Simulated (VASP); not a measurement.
# GaN in VASP: one cell, several levels of theory, part 2 of 2

The system is GaN, a lower-symmetry cell derived from the rocksalt prototype, a generated structure that needn't be the ground state.

VASP 6.6.1, plane waves, PAW. Earlier steps stand in the parts before.

**3. r2SCAN**

INCAR reads:

```
ENCUT = 520.000000
SIGMA = 0.010000
EDIFF = 1.00e-07
ALGO = Normal
METAGGA = R2SCAN
PREC = Accurate
IBRION = -1
ISIF = 2
ISMEAR = 0
NBANDS = 16
NELM = 120
NSW = 0
LASPH = .TRUE.
LCHARG = .FALSE.
LWAVE = .FALSE.
LREAL = .FALSE.
```

KPOINTS reads:

```
KPOINTS created by Atomic Simulation Environment
0
Gamma
10 10 10
0 0 0
```

KPOINTS_OPT reads:

```
special points
8
Reciprocal
0.0000000000 0.0000000000 0.0000000000 1
0.5000000000 0.0000000000 0.5000000000 1
0.6250000000 0.2500000000 0.6250000000 1
0.3750000000 0.3750000000 0.7500000000 1
0.5000000000 0.5000000000 0.5000000000 1
0.5000000000 0.2500000000 0.7500000000 1
0.0026040000 0.1796880000 -0.1770830000 1
0.5000000000 0.5000000000 0.0000000000 1
```

POSCAR reads:

```
Ga N
 1.0000000000000000
     0.0000000000000000    2.1296003866000000    2.0885085120000002
     2.1296003866000000    0.0000000000000000    2.0885085120000002
     2.1296003866000000    2.1296003866000000    0.0000000000000000
 Ga  N
   1   1
Cartesian
  0.0000000000000000  0.0000000000000000  0.0000000000000000
  2.1296003865999995  2.1296003865999995  2.0885085120000002
```

Launch:

```sh
$ mpirun -np 1 vasp_std
```

Printed to the terminal (iteration lines stand in OSZICAR):

```text
POSCAR found type information on POSCAR GaN
 POSCAR found :  2 types and       2 ions
 -----------------------------------------------------------------------------
|                                                                             |
|                                                                             |
|     You enforced a specific xc type in the INCAR file but a different       |
|     I HOPE YOU KNOW WHAT YOU ARE DOING!                                     |
|                                                                             |
 -----------------------------------------------------------------------------

 LDA part: xc-table for (None), standard interpolation
 POSCAR, INCAR and KPOINTS ok, starting setup
 FFT: planning ... GRIDC
 FFT: planning ... GRID_SOFT
 FFT: planning ... GRID
 WAVECAR not read
 entering main loop
 Start KPOINTS_OPT (optional k-point list driver)
k-point batch [1-8\8]
```

OSZICAR:

```text
N       E                     dE             d eps       ncg     rms          rms(c)
DAV:   1     0.643254629553E+02    0.64325E+02   -0.94430E+03  3744   0.217E+03
DAV:   2    -0.209792456364E+02   -0.85305E+02   -0.79526E+02  3768   0.332E+02
DAV:   3    -0.255420465867E+02   -0.45628E+01   -0.45499E+01  3832   0.660E+01
DAV:   4    -0.255836369015E+02   -0.41590E-01   -0.41585E-01  4104   0.659E+00
DAV:   5    -0.255841133699E+02   -0.47647E-03   -0.47647E-03  3960   0.635E-01    0.685E+00
DAV:   6    -0.209199660925E+02    0.46641E+01   -0.31684E+00  4608   0.408E+01    0.234E+00
DAV:   7    -0.209641308645E+02   -0.44165E-01   -0.40291E-01  3952   0.601E+00    0.162E+00
DAV:   8    -0.209745359437E+02   -0.10405E-01   -0.28329E-02  3976   0.393E+00    0.197E-01
DAV:   9    -0.209733732142E+02    0.11627E-02   -0.71527E-03  4528   0.247E+00    0.828E-02
DAV:  10    -0.209734458107E+02   -0.72596E-04   -0.63497E-04  3808   0.242E-01    0.751E-02
DAV:  11    -0.209734457358E+02    0.74963E-07   -0.20277E-04  3856   0.139E-01    0.480E-02
DAV:  12    -0.209734307768E+02    0.14959E-04   -0.29820E-05  4240   0.673E-02    0.335E-02
DAV:  13    -0.209734221110E+02    0.86658E-05   -0.49589E-07  4160   0.136E-02    0.234E-02
DAV:  14    -0.209734219761E+02    0.13487E-06   -0.32190E-06  4360   0.303E-02    0.103E-02
DAV:  15    -0.209734223996E+02   -0.42345E-06   -0.14409E-06  4464   0.151E-02    0.380E-03
DAV:  16    -0.209734224022E+02   -0.26312E-08   -0.12252E-07  2552   0.338E-03
   1 F= -.20973422E+02 E0= -.20973422E+02  d E =-.154349-127
       N       E                     dE             ncg
DAV:   1     0.270391308876E+04   -0.57215E+04      296
DAV:   2     0.205215133593E+04   -0.65176E+03      304
DAV:   3     0.201735391130E+04   -0.34797E+02      304
DAV:   4     0.201708474790E+04   -0.26916E+00      336
DAV:   5     0.201708170805E+04   -0.30399E-02      312
DAV:   6     0.201708162635E+04   -0.81699E-04      328
DAV:   7     0.201708162332E+04   -0.30326E-05      328
DAV:   8     0.201708162321E+04   -0.11019E-06      288
DAV:   9     0.201708162320E+04   -0.81186E-08      232
```

Parts of OUTCAR:

```text
k-points           NKPTS =    102   k-points in BZ     NKDIM =    102   number of bands    NBANDS=     16

   NELECT =      18.0000    total number of electrons

   dimension x,y,z NGX =    24 NGY =   24 NGZ =   24
   dimension x,y,z NGXF=    48 NGYF=   48 NGZF=   48

  energy-cutoff  :      520.00
  volume of cell :       18.94
      direct lattice vectors                 reciprocal lattice vectors
     0.000000000  2.129600387  2.088508512    -0.234785833  0.234785833  0.239405297
     2.129600387  0.000000000  2.088508512     0.234785833 -0.234785833  0.239405297
     2.129600387  2.129600387  0.000000000     0.234785833  0.234785833 -0.239405297

 k-points in reciprocal lattice and weights: KPOINTS created by Atomic Simulation Env
   0.00000000  0.00000000  0.00000000       0.001
   0.10000000  0.00000000  0.00000000       0.008
   0.20000000  0.00000000  0.00000000       0.008
   0.30000000  0.00000000  0.00000000       0.008
   0.40000000  0.00000000  0.00000000       0.008
   0.50000000  0.00000000  0.00000000       0.004
   0.10000000  0.10000000  0.00000000       0.002
   0.20000000  0.10000000  0.00000000       0.008
[... 94 more k-points ...]

 E-fermi :   7.7754

 k-point     1 :       0.0000    0.0000    0.0000
  band No.  band energies     occupation
      1     -10.4177      2.00000
      2      -6.7765      2.00000
      3      -6.7765      2.00000
      4      -6.7687      2.00000
      5      -6.7204      2.00000
      6      -6.6919      2.00000
      7       6.9710      2.00000
      8       7.1541      2.00000
      9       7.1541      2.00000
     10      10.3686      0.00000
     11      22.9979      0.00000
     12      22.9980      0.00000
     13      23.1563      0.00000
     14      24.1985      0.00000
     15      24.1986      0.00000
     16      24.8131      0.00000

 k-point     2 :       0.1000    0.0000    0.0000
  band No.  band energies     occupation
      1     -10.2225      2.00000
      2      -6.7817      2.00000
      3      -6.7713      2.00000
      4      -6.7626      2.00000
      5      -6.7282      2.00000
      6      -6.7065      2.00000
      7       5.9095      2.00000
      8       7.0722      2.00000
      9       7.1662      2.00000
     10      11.3304      0.00000
     11      20.7099      0.00000
     12      22.1596      0.00000
     13      22.5357      0.00000
     14      24.2471      0.00000
     15      24.3023      0.00000
     16      24.7410      0.00000

 k-point     3 :       0.2000    0.0000    0.0000
  band No.  band energies     occupation
      1      -9.6585      2.00000
      2      -6.8159      2.00000
      3      -6.8032      2.00000
      4      -6.7967      2.00000
      5      -6.6898      2.00000
      6      -6.6872      2.00000
      7       3.8303      2.00000
      8       7.1622      2.00000
      9       7.2071      2.00000
     10      12.6673      0.00000
     11      18.6422      0.00000
     12      20.3203      0.00000
     13      20.8167      0.00000
     14      24.1282      0.00000
     15      25.4284      0.00000
     16      25.5045      0.00000

 k-point     4 :       0.3000    0.0000    0.0000
  band No.  band energies     occupation
      1      -8.8071      2.00000
      2      -6.8865      2.00000
      3      -6.8732      2.00000
      4      -6.8318      2.00000
      5      -6.6316      2.00000
      6      -6.6256      2.00000
      7       1.7179      2.00000
      8       7.2772      2.00000
      9       7.2983      2.00000
     10      13.2500      0.00000
     11      17.7662      0.00000
     12      18.6769      0.00000
     13      19.1655      0.00000
     14      24.1950      0.00000
     15      27.3279      0.00000
     16      27.3480      0.00000

 k-point     5 :       0.4000    0.0000    0.0000
  band No.  band energies     occupation
      1      -7.8773      2.00000
      2      -6.9441      2.00000
      3      -6.9347      2.00000
      4      -6.8848      2.00000
      5      -6.5840      2.00000
      6      -6.5719      2.00000
      7       0.0019      2.00000
      8       7.3521      2.00000
      9       7.4291      2.00000
     10      13.0999      0.00000
     11      17.5875      0.00000
     12      17.7564      0.00000
     13      18.0671      0.00000
     14      24.7037      0.00000
     15      29.7765      0.00000
     16      29.8422      0.00000

 k-point     6 :       0.5000    0.0000    0.0000
  band No.  band energies     occupation
      1      -7.3628      2.00000
      2      -6.9708      2.00000
      3      -6.9661      2.00000
      4      -6.9579      2.00000
      5      -6.5656      2.00000
      6      -6.5513      2.00000
      7      -0.7172      2.00000
      8       7.3857      2.00000
      9       7.4847      2.00000
     10      12.9546      0.00000
     11      17.2060      0.00000
     12      17.6261      0.00000
     13      17.8891      0.00000
     14      25.0713      0.00000
     15      31.9517      0.00000
     16      31.9826      0.00000

 k-point     7 :       0.1000    0.1000    0.0000
  band No.  band energies     occupation
      1     -10.1492      2.00000
      2      -6.7856      2.00000
      3      -6.7562      2.00000
      4      -6.7562      2.00000
      5      -6.7506      2.00000
      6      -6.7092      2.00000
      7       5.9461      2.00000
      8       6.8848      2.00000
      9       6.8848      2.00000
     10      11.6991      0.00000
     11      20.9389      0.00000
     12      21.8400      0.00000
     13      21.9437      0.00000
     14      21.9437      0.00000
     15      26.3995      0.00000
     16      26.3996      0.00000

 k-point     8 :       0.2000    0.1000    0.0000
  band No.  band energies     occupation
      1      -9.7135      2.00000
      2      -6.8124      2.00000
      3      -6.8040      2.00000
      4      -6.7641      2.00000
      5      -6.7148      2.00000
      6      -6.6772      2.00000
      7       4.4327      2.00000
      8       6.6789      2.00000
      9       6.9341      2.00000
     10      12.8748      0.00000
     11      18.9972      0.00000
     12      19.7532      0.00000
     13      21.1507      0.00000
     14      22.5889      0.00000
     15      26.7667      0.00000
     16      27.3552      0.00000

 k-point     9 :       0.3000    0.1000    0.0000
  band No.  band energies     occupation
      1      -8.9916      2.00000
      2      -6.8718      2.00000
      3      -6.8204      2.00000
      4      -6.8169      2.00000
      5      -6.6403      2.00000
      6      -6.6153      2.00000
      7       2.4355      2.00000
      8       6.6255      2.00000
      9       7.0187      2.00000
     10      13.7026      0.00000
     11      17.2625      0.00000
     12      18.7725      0.00000
     13      19.8624      0.00000
     14      23.5524      0.00000
     15      27.1676      0.00000
     16      28.7256      0.00000

 k-point    10 :       0.4000    0.1000    0.0000
  band No.  band energies     occupation
      1      -8.2012      2.00000
      2      -6.9118      2.00000
      3      -6.8859      2.00000
      4      -6.7913      2.00000
      5      -6.5645      2.00000
      6      -6.5137      2.00000
      7       0.6092      2.00000
      8       6.7491      2.00000
      9       6.9203      2.00000
     10      13.7889      0.00000
     11      16.1979      0.00000
     12      18.6371      0.00000
     13      18.8525      0.00000
     14      24.5578      0.00000
     15      28.3439      0.00000
     16      30.8357      0.00000

 k-point    11 :       0.5000    0.1000    0.0000
  band No.  band energies     occupation
      1      -7.7556      2.00000
      2      -6.9352      2.00000
      3      -6.9323      2.00000
      4      -6.7349      2.00000
      5      -6.5480      2.00000
      6      -6.3199      2.00000
      7      -0.4774      2.00000
      8       6.6639      2.00000
      9       7.0086      2.00000
     10      13.6640      0.00000
     11      15.7959      0.00000
     12      17.8314      0.00000
     13      19.1849      0.00000
     14      25.5972      0.00000
     15      29.6374      0.00000
     16      31.9615      0.00000

 k-point    12 :      -0.4000    0.1000    0.0000
  band No.  band energies     occupation
      1      -7.8652      2.00000
      2      -6.9416      2.00000
      3      -6.9344      2.00000
      4      -6.7392      2.00000
      5      -6.5731      2.00000
      6      -6.3401      2.00000
      7      -0.1954      2.00000
      8       6.3593      2.00000
      9       7.3036      2.00000
     10      13.7707      0.00000
     11      15.9438      0.00000
     12      17.6375      0.00000
     13      19.2227      0.00000
     14      25.9396      0.00000
     15      29.3473      0.00000
     16      30.4927      0.00000

[... the tables of k-points 13 to 102 left out ...]

  Total       -0.2701473     -0.2701473      0.1688887      0.0000000      0.0000000      0.0000000
  in kB      -22.8480259    -22.8480259     14.2839624      0.0000000      0.0000000      0.0000000
  external PRESSURE =     -10.4706964 kB  Pullay stress =       0.0000000 kB

 POSITION                                       TOTAL-FORCE (eV/Angst)
 -----------------------------------------------------------------------------------
      0.00000      0.00000      0.00000        -0.000000      0.000000     -0.000000
      2.12960      2.12960      2.08851         0.000000     -0.000000      0.000000
 -----------------------------------------------------------------------------------
    total drift:                                0.000000     -0.000000     -0.000000

  FREE ENERGIE OF THE ION-ELECTRON SYSTEM (eV)
  ---------------------------------------------------
  free  energy   TOTEN  =       -20.9734224022 eV

  energy  without entropy=      -20.9734224022  energy(sigma->0) =      -20.97342240
```

Hardware: 1 MPI rank of Intel Xeon Platinum 8488C, shared host.

The levels at the points of KPOINTS_OPT are read from vasprun.xml.

Band energies at the special points (eV, zero at the top of v, the last band that the electrons fill by count):

```tsv
point	v−1	v	c	c+1
Γ	-0.48	-0.48	2.73	15.36
X	-3.23	-2.95	1.13	8.55
U	-5.80	-2.13	3.77	9.76
K	-5.73	-2.27	3.52	9.62
L	-0.25	-0.15	5.32	9.57
W	-5.45	-4.53	5.52	10.51
```

r2SCAN gives an indirect gap of 0.94 eV, from (0.00, 0.18, -0.18) to (0.50, 0.50, 0.00); the least direct gap is 3.21 eV. Pressure: -1.05 GPa; the forces vanish within 0.01 eV/Å.

**4. Results**

What follows sums up all 2 parts.

```
 level  gap (eV)  pressure (GPa)  Ansatz: gap (eV)  Ansatz: pressure (GPa)
   PBE      0.42            6.69              0.44                    5.88
r2SCAN      0.94           -1.05              0.96                   -2.34
```

The gap spans 0.42 eV (PBE) to 0.94 eV (r2SCAN). At this one volume the pressure spans -1.0 GPa (r2SCAN) to 6.7 GPa (PBE): PBE wants the largest cell and r2SCAN the smallest. The two programs agree on the gap within 0.03 eV, far less than the spread between functionals. The two codes have different PAW datasets and cutoffs.
